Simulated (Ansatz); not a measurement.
Crystal: AlN.

```
CELL_PARAMETERS angstrom
0.00000 2.18399 2.18399
2.18399 0.00000 2.18399
2.18399 2.18399 0.00000
ATOMIC_POSITIONS crystal
Al 0.00000 0.00000 0.00000
N 0.25000 0.25000 0.25000
```

Measurements of this composition are mostly on another form, of space group No. 186.

Base run:

* Program: Ansatz 0.2.0
* Functional: HSE06
* Potentials or basis: Ansatz PAW
* Cutoff: 420 eV (not typed: the program's choice for these potentials)
* k mesh: 8 × 8 × 8
* Occupations: fermi-dirac, width 0.05 eV
* Spin: no spin polarisation

Its results: band gap on the k mesh 4.55 eV, indirect (least direct gap 5.56 eV); pressure -0.4 GPa.

**Question.** The run is repeated on the same cell with these changes: functional from HSE06 to PBE0. What comes out?

**Answer.** Band gap on the k mesh 5.29 eV, indirect (least direct gap 6.28 eV); pressure -0.5 GPa.

Caveats: the PAW data sets come from PBE, with cores solved anew for the run's functional, which leaves a small shift of forces and pressure; the thresholds are loose for stress.
